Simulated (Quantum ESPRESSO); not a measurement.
# SiO2 (Cristobalite) (P4_12_12) in Quantum ESPRESSO: reference runs

How does SiO2 (Cristobalite) come out in PBE? The cell is run as given and disturbed.

Everything below comes from runs of Quantum ESPRESSO 7.5. Logs are shortened: lines on timing, memory, paths and dates and some standing lists are left out, and cuts for length are marked.

## (1) The structure

Symmetry: P4_12_12, No. 92, tetragonal system. Conventional cell: a = 4.982 Å, b = 4.982 Å, c = 6.963 Å, α = 90.00°, β = 90.00°, γ = 90.00°. Around Si (site symmetry 2) lie 4 O at 1.60 to 1.61 Å. O (site symmetry 1) is surrounded by 2 Si at 1.60 to 1.61 Å.

## (2) Single point, PBE

Input file pw.in:

```
&CONTROL
  calculation = 'scf'
  prefix = 'pwscf'
  outdir = './tmp'
  pseudo_dir = './pseudo'
  tprnfor = .true.
  tstress = .true.
  disk_io = 'low'
/
&SYSTEM
  ibrav = 0
  nat = 12
  ntyp = 2
  ecutwfc = 55
  ecutrho = 440
  nbnd = 43
  occupations = 'smearing'
  smearing = 'fd'
  degauss = 0.00367493
/
&ELECTRONS
  conv_thr = 2.4d-09
  electron_maxstep = 120
  mixing_beta = 0.5
/
ATOMIC_SPECIES
Si    28.0850 Si.pbe-n-rrkjus_psl.1.0.0.UPF
O     15.9990 O.pbe-n-kjpaw_psl.0.1.UPF
CELL_PARAMETERS angstrom
   4.9820000000    0.0000000000    0.0000000000
   0.0000000000    4.9820000000    0.0000000000
   0.0000000000    0.0000000000    6.9630000000
ATOMIC_POSITIONS crystal
Si     0.7989700000    0.2010300000    0.7500000000
Si     0.7010300000    0.7010300000    0.5000000000
Si     0.2010300000    0.7989700000    0.2500000000
Si     0.2989700000    0.2989700000    0.0000000000
O      0.1034700000    0.2398900000    0.8218700000
O      0.2601100000    0.6034700000    0.0718700000
O      0.8965300000    0.7601100000    0.3218700000
O      0.7398900000    0.3965300000    0.5718700000
O      0.6034700000    0.2601100000    0.9281300000
O      0.7601100000    0.8965300000    0.6781300000
O      0.3965300000    0.7398900000    0.4281300000
O      0.2398900000    0.1034700000    0.1781300000
K_POINTS automatic
6 6 4 0 0 0
```

Input file pp_density.in:

```
&INPUTPP
  prefix = 'pwscf'
  outdir = './tmp'
  filplot = 'density.dat'
  plot_num = 0
/
&PLOT
  nfile = 1
  filepp(1) = 'density.dat'
  iflag = 3
  output_format = 6
  fileout = 'density.cube'
/
```

Input file pp_potential.in:

```
&INPUTPP
  prefix = 'pwscf'
  outdir = './tmp'
  filplot = 'potential.dat'
  plot_num = 11
/
&PLOT
  nfile = 1
  filepp(1) = 'potential.dat'
  iflag = 3
  output_format = 6
  fileout = 'potential.cube'
/
```

Potentials or basis: SSSP 1.3 efficiency PBE.

Command:

```
$ OMP_NUM_THREADS=1 mpirun -n 2 pw.x -nk 2 -in pw.in > pw.out
$ OMP_NUM_THREADS=1 mpirun -n 1 pp.x -in pp_density.in > pp_density.out
$ OMP_NUM_THREADS=1 mpirun -n 1 pp.x -in pp_potential.in > pp_potential.out
```

pw.out:

```text
This program is part of the open-source Quantum ESPRESSO suite
     for quantum simulation of materials; please cite
         "P. Giannozzi et al., J. Phys.:Condens. Matter 21 395502 (2009);
         "P. Giannozzi et al., J. Phys.:Condens. Matter 29 465901 (2017);
         "P. Giannozzi et al., J. Chem. Phys. 152 154105 (2020);
     in publications or presentations arising from this work. More details at

     file O.pbe-n-kjpaw_psl.0.1.UPF: wavefunction(s)  2P renormalized
     Message from routine setup:
     using ibrav=0 with symmetry is DISCOURAGED, use correct ibrav instead

     K-points division:     npool     =       2
     Subspace diagonalization in iterative solution of the eigenvalue problem:
     a serial algorithm will be used

     G-vector sticks info
     --------------------
     sticks:   dense  smooth     PW     G-vecs:    dense   smooth      PW
     Sum        3125    1565    437               181835    64307    9917

     Using Slab Decomposition

     bravais-lattice index     =            0
     lattice parameter (alat)  =       9.4146  a.u.
     unit-cell volume          =    1166.2736 (a.u.)^3
     number of atoms/cell      =           12
     number of atomic types    =            2
     number of electrons       =        64.00
     number of Kohn-Sham states=           43
     kinetic-energy cutoff     =      55.0000  Ry
     charge density cutoff     =     440.0000  Ry
     scf convergence threshold =      2.4E-09
     mixing beta               =       0.5000
     number of iterations used =            8  plain     mixing
     Exchange-correlation= SLA  PW   PBX  PBC
                           (   1   4   3   4   0   0   0)

     celldm(1)=   9.414616  celldm(2)=   0.000000  celldm(3)=   0.000000
     celldm(4)=   0.000000  celldm(5)=   0.000000  celldm(6)=   0.000000

     crystal axes: (cart. coord. in units of alat)
               a(1) = (   1.000000   0.000000   0.000000 )
               a(2) = (   0.000000   1.000000   0.000000 )
               a(3) = (   0.000000   0.000000   1.397631 )

     reciprocal axes: (cart. coord. in units 2 pi/alat)
               b(1) = (  1.000000  0.000000  0.000000 )
               b(2) = (  0.000000  1.000000  0.000000 )
               b(3) = (  0.000000  0.000000  0.715496 )

     PseudoPot. # 1 for Si read from file:
     Si.pbe-n-rrkjus_psl.1.0.0.UPF
     Pseudo is Ultrasoft + core correction, Zval =  4.0
     Generated using "atomic" code by A. Dal Corso  v.5.1
     Using radial grid of 1141 points,  6 beta functions with:
                l(1) =   0
                l(2) =   0
                l(3) =   1
                l(4) =   1
                l(5) =   2
                l(6) =   2
[... 84 lines left out ...]

     total energy              =    -379.30958340 Ry
     estimated scf accuracy    <       3.14083456 Ry
[... 26 lines left out ...]
     total energy              =    -380.30204853 Ry
     estimated scf accuracy    <       0.00218122 Ry

     iteration #  6     ecut=    55.00 Ry     beta= 0.50
     Davidson diagonalization with overlap
     c_bands:  1 eigenvalues not converged
     ethr =  3.41E-06,  avg # of iterations =  7.2

     total energy              =    -380.30279951 Ry
     estimated scf accuracy    <       0.00007111 Ry

     iteration #  7     ecut=    55.00 Ry     beta= 0.50
     Davidson diagonalization with overlap
     ethr =  1.11E-07,  avg # of iterations =  2.2
[... 32 lines left out ...]
     iteration # 12     ecut=    55.00 Ry     beta= 0.50
     Davidson diagonalization with overlap
     ethr =  4.49E-12,  avg # of iterations =  2.0

     End of self-consistent calculation

          k = 0.0000 0.0000 0.0000 (  7999 PWs)   bands (ev):

   -18.1494 -17.2460 -17.2460 -16.0750 -16.0231 -16.0198 -16.0069 -16.0069
    -8.2002  -6.0800  -6.0800  -4.4814  -4.3581  -4.3581  -3.8656  -3.7001
    -1.6329  -1.6152  -1.6152  -1.0601  -0.9749  -0.7028  -0.4832  -0.4409
    -0.4409   0.0308   0.0308   0.1495   0.6893   1.0790   1.0790   1.3497
     7.1149  10.2186  10.2186  10.6332  10.6332  11.0437  11.3645  12.5260
    12.5474  12.5476  12.7713
[... 228 lines left out ...]
   -17.4588 -17.4588 -16.9516 -16.9516 -16.0821 -16.0821 -16.0716 -16.0716
    -6.6178  -6.6178  -5.5640  -5.5640  -3.8520  -3.8520  -3.7923  -3.7923
    -1.8081  -1.8081  -1.3744  -1.3744  -1.1251  -1.1251  -0.6015  -0.6015
    -0.0609  -0.0609   0.0008   0.0008   0.4942   0.4942   0.9594   0.9594
    10.1733  10.1733  10.5757  10.5757  11.0909  11.0909  11.5238  11.5239
    11.5523  11.5524  12.3908

          k =-0.5000-0.5000 0.0000 (  8056 PWs)   bands (ev):

   -17.2161 -17.2161 -17.2026 -17.2026 -16.0882 -16.0882 -16.0801 -16.0801
    -6.1713  -6.1713  -6.0575  -6.0575  -3.7779  -3.7779  -3.6366  -3.6366
    -1.6643  -1.6643  -1.4997  -1.4997  -1.1603  -1.1603  -0.9583  -0.9583
    -0.0196  -0.0196   0.0098   0.0098   0.7490   0.7490   0.7950   0.7950
    10.1236  10.1236  10.2623  10.2623  11.2537  11.2537  11.6687  11.6687
    12.5959  12.5959  12.7660

          k =-0.5000-0.5000 0.1789 (  8068 PWs)   bands (ev):

   -17.2136 -17.2136 -17.2041 -17.2041 -16.0878 -16.0878 -16.0820 -16.0820
    -6.1466  -6.1466  -6.0653  -6.0653  -3.7783  -3.7783  -3.6775  -3.6775
    -1.6686  -1.6686  -1.5820  -1.5820  -1.0303  -1.0303  -0.9245  -0.9245
    -0.0249  -0.0249   0.0138   0.0138   0.7205   0.7205   0.7640   0.7640
    10.2936  10.2936  10.4318  10.4318  11.3066  11.3066  11.5268  11.5269
    11.9533  11.9533  12.3403

          k =-0.5000-0.5000-0.3577 (  8024 PWs)   bands (ev):

   -17.2084 -17.2084 -17.2084 -17.2084 -16.0856 -16.0856 -16.0856 -16.0856
    -6.0974  -6.0974  -6.0974  -6.0974  -3.7485  -3.7485  -3.7485  -3.7485
    -1.6548  -1.6548  -1.6548  -1.6548  -0.9073  -0.9073  -0.9073  -0.9073
    -0.0081  -0.0081  -0.0081  -0.0081   0.7124   0.7124   0.7124   0.7124
    10.6392  10.6392  10.6392  10.6392  11.2258  11.2258  11.2258  11.2259
    11.8190  11.8190  11.8190

     the Fermi energy is     5.4648 ev

!    total energy              =    -380.30278575 Ry
     estimated scf accuracy    <          5.0E-11 Ry
     smearing contrib. (-TS)   =      -0.00000000 Ry
     internal energy E=F+TS    =    -380.30278575 Ry

     The total energy is F=E-TS. E is the sum of the following terms:
     one-electron contribution =    -181.10632688 Ry
     hartree contribution      =     122.70716797 Ry
     xc contribution           =     -86.01869283 Ry
     ewald contribution        =    -159.92051220 Ry
     one-center paw contrib.   =     -75.96442182 Ry

     convergence has been achieved in  12 iterations

     Forces acting on atoms (cartesian axes, Ry/au):

     atom    1 type  1   force =     0.00421375   -0.00421375    0.00000000
     atom    2 type  1   force =    -0.00421375   -0.00421375    0.00000000
     atom    3 type  1   force =    -0.00421375    0.00421375   -0.00000000
     atom    4 type  1   force =     0.00421375    0.00421375    0.00000000
     atom    5 type  2   force =     0.00425893   -0.00320344   -0.01613556
     atom    6 type  2   force =     0.00320344    0.00425893   -0.01613556
     atom    7 type  2   force =    -0.00425893    0.00320344   -0.01613556
     atom    8 type  2   force =    -0.00320344   -0.00425893   -0.01613556
     atom    9 type  2   force =     0.00425893    0.00320344    0.01613556
     atom   10 type  2   force =     0.00320344   -0.00425893    0.01613556
     atom   11 type  2   force =    -0.00425893   -0.00320344    0.01613556
     atom   12 type  2   force =    -0.00320344    0.00425893    0.01613556

     Total force =     0.049519     Total SCF correction =     0.000011

     Computing stress (Cartesian axis) and pressure

          total   stress  (Ry/bohr**3)                   (kbar)     P=       67.16
   0.00044146   0.00000000   0.00000000           64.94        0.00        0.00
   0.00000000   0.00044146   0.00000000            0.00       64.94        0.00
   0.00000000   0.00000000   0.00048678            0.00        0.00       71.61

=------------------------------------------------------------------------------=
   JOB DONE.
=------------------------------------------------------------------------------=
```

Wall time 2.2 min (2 MPI ranks of Arm Neoverse V2, shared host); peak memory 0.96 GiB.

What came out:

| Item | Value |
| --- | --- |
| Free energy | -5174.2830 eV |
| Pressure | 6.7 GPa |
| Largest force | 0.437 eV/Å |
| Band gap on the k mesh | 5.77 eV, direct |

Forces in eV/Å, atoms in the order of the input:
```
Si   0.108 -0.108  0.000
Si  -0.108 -0.108  0.000
Si  -0.108  0.108  0.000
Si   0.108  0.108  0.000
O    0.110 -0.082 -0.415
O    0.082  0.110 -0.415
O   -0.110  0.082 -0.415
O   -0.082 -0.110 -0.415
O    0.110  0.082  0.415
O    0.082 -0.110  0.415
O   -0.110 -0.082  0.415
O   -0.082  0.110  0.415
```

Levels at points of the mesh, in eV from the valence-band top:
```
              k point  band 29  band 30  band 31  band 32  band 33  band 34  band 35  band 36
   (0.00, 0.00, 0.00)    -0.66    -0.27    -0.27     0.00     5.77     8.87     8.87     9.28
  (0.00, 0.00, -0.50)    -0.51    -0.51    -0.39    -0.39     7.00     7.00     9.51     9.51
  (0.00, -0.50, 0.00)    -0.65    -0.65    -0.47    -0.47     7.81     7.81     9.32     9.32
 (0.00, -0.50, -0.50)    -0.94    -0.94    -0.17    -0.17     8.15     8.15     8.96     8.96
 (-0.50, -0.50, 0.00)    -0.60    -0.60    -0.55    -0.55     8.77     8.77     8.91     8.91
(-0.50, -0.50, -0.50)    -0.64    -0.64    -0.64    -0.64     9.29     9.29     9.29     9.29
```

Caveat: the cell was measured hot, at 340 K. As with any semilocal functional, this PBE gap is likely too small.

## (3) Single point, PBE (atoms moved at random, drawn with an rms of 0.05 Å)

Input file pw.in:

```
&CONTROL
  calculation = 'scf'
  prefix = 'pwscf'
  outdir = './tmp'
  pseudo_dir = './pseudo'
  tprnfor = .true.
  tstress = .true.
  disk_io = 'nowf'
/
&SYSTEM
  ibrav = 0
  nat = 12
  ntyp = 2
  ecutwfc = 55
  ecutrho = 440
  nbnd = 43
  occupations = 'smearing'
  smearing = 'fd'
  degauss = 0.00367493
/
&ELECTRONS
  conv_thr = 2.4d-09
  electron_maxstep = 120
  mixing_beta = 0.5
/
ATOMIC_SPECIES
Si    28.0850 Si.pbe-n-rrkjus_psl.1.0.0.UPF
O     15.9990 O.pbe-n-kjpaw_psl.0.1.UPF
CELL_PARAMETERS angstrom
   4.9820000000    0.0000000000    0.0000000000
   0.0000000000    4.9820000000    0.0000000000
   0.0000000000    0.0000000000    6.9630000000
ATOMIC_POSITIONS crystal
Si     0.8004190000    0.2004720000    0.7472390000
Si     0.6939490000    0.7055740000    0.5012060000
Si     0.2116870000    0.8013960000    0.2479660000
Si     0.2988170000    0.2912250000   -0.0017400000
O      0.0989780000    0.2357390000    0.8258630000
O      0.2689880000    0.6128330000    0.0631980000
O      0.9046190000    0.7596380000    0.3163180000
O      0.7354510000    0.3952230000    0.5724560000
O      0.6039350000    0.2614360000    0.9247680000
O      0.7634750000    0.8998430000    0.6780070000
O      0.3935460000    0.7331660000    0.4184260000
O      0.2435870000    0.1134980000    0.1780000000
K_POINTS automatic
6 6 4 0 0 0
```

Potentials or basis: SSSP 1.3 efficiency PBE.

Command:

```
$ OMP_NUM_THREADS=1 mpirun -n 2 pw.x -nk 2 -in pw.in > pw.out
```

pw.out:

```text
This program is part of the open-source Quantum ESPRESSO suite
     for quantum simulation of materials; please cite
         "P. Giannozzi et al., J. Phys.:Condens. Matter 21 395502 (2009);
         "P. Giannozzi et al., J. Phys.:Condens. Matter 29 465901 (2017);
         "P. Giannozzi et al., J. Chem. Phys. 152 154105 (2020);
     in publications or presentations arising from this work. More details at

     file O.pbe-n-kjpaw_psl.0.1.UPF: wavefunction(s)  2P renormalized

     K-points division:     npool     =       2
     Subspace diagonalization in iterative solution of the eigenvalue problem:
     a serial algorithm will be used

     G-vector sticks info
     --------------------
     sticks:   dense  smooth     PW     G-vecs:    dense   smooth      PW
     Sum        3125    1565    437               181835    64307    9917

     Using Slab Decomposition
[... 935 lines left out ...]
     one-electron contribution =    -181.03298423 Ry
     hartree contribution      =     122.67762151 Ry
     xc contribution           =     -86.01584752 Ry
     ewald contribution        =    -159.93440572 Ry
     one-center paw contrib.   =     -75.96684107 Ry

     convergence has been achieved in  11 iterations

     Forces acting on atoms (cartesian axes, Ry/au):

     atom    1 type  1   force =    -0.01115906    0.02473640    0.03701953
     atom    2 type  1   force =     0.07360224   -0.03208658   -0.05875097
     atom    3 type  1   force =    -0.09824683    0.02268577   -0.11755459
     atom    4 type  1   force =     0.03564517    0.11672924   -0.01326880
     atom    5 type  2   force =     0.00832369   -0.00649458   -0.03799025
     atom    6 type  2   force =     0.00362919   -0.03228810   -0.01717614
     atom    7 type  2   force =    -0.06293922   -0.00466331    0.04915551
     atom    8 type  2   force =    -0.01010258    0.04267680   -0.04357443
     atom    9 type  2   force =    -0.00165423   -0.00517319    0.01410865
     atom   10 type  2   force =    -0.01288493   -0.04983946   -0.01212345
     atom   11 type  2   force =     0.08704351   -0.01788687    0.12155132
     atom   12 type  2   force =    -0.01125696   -0.05839612    0.07860364

     Total force =     0.315599     Total SCF correction =     0.000037

     Computing stress (Cartesian axis) and pressure

          total   stress  (Ry/bohr**3)                   (kbar)     P=       72.19
   0.00050696  -0.00001465   0.00028750           74.58       -2.16       42.29
  -0.00001465   0.00031136  -0.00010925           -2.16       45.80      -16.07
   0.00028750  -0.00010925   0.00065396           42.29      -16.07       96.20

=------------------------------------------------------------------------------=
   JOB DONE.
=------------------------------------------------------------------------------=
```

It took 4.5 min on 2 MPI ranks of Arm Neoverse V2, shared host; peak memory 1.2 GiB.

Results:

```yaml
Free_energy: -5173.8704 eV
Pressure: 7.2 GPa
Largest_force: 3.982 eV/Å
Band_gap_on_the_k_mesh: 5.63 eV, direct
```

Forces on the atoms (eV/Å):
```
Si  -0.287  0.636  0.952
Si   1.892 -0.825 -1.511
Si  -2.526  0.583 -3.022
Si   0.916  3.001 -0.341
O    0.214 -0.167 -0.977
O    0.093 -0.830 -0.442
O   -1.618 -0.120  1.264
O   -0.260  1.097 -1.120
O   -0.043 -0.133  0.363
O   -0.331 -1.281 -0.312
O    2.238 -0.460  3.125
O   -0.289 -1.501  2.021
```

Levels at points of the mesh, in eV from the valence-band top:
| k point | band 30 | band 31 | band 32 | band 33 | band 34 | band 35 |
| --- | --- | --- | --- | --- | --- | --- |
| (0.00, 0.00, 0.00) | -0.39 | -0.27 | 0.00 | 5.63 | 8.64 | 8.81 |
| (0.00, 0.00, -0.50) | -0.56 | -0.46 | -0.28 | 6.73 | 6.98 | 9.23 |
| (0.00, -0.50, 0.00) | -0.56 | -0.50 | -0.41 | 7.54 | 7.76 | 9.14 |
| (0.00, -0.50, -0.50) | -0.80 | -0.21 | -0.13 | 7.86 | 8.14 | 8.77 |
| (-0.50, -0.50, 0.00) | -0.72 | -0.50 | -0.32 | 8.53 | 8.63 | 8.77 |
| (-0.50, -0.50, -0.50) | -0.71 | -0.59 | -0.42 | 8.87 | 9.07 | 9.20 |
| (-0.50, 0.00, 0.00) | -0.68 | -0.56 | -0.34 | 7.60 | 7.67 | 8.87 |
| (-0.50, 0.00, 0.50) | -0.77 | -0.37 | -0.07 | 7.80 | 8.08 | 8.72 |

Caveat: the cell was measured hot, at 340 K. A k mesh can miss the band edges.
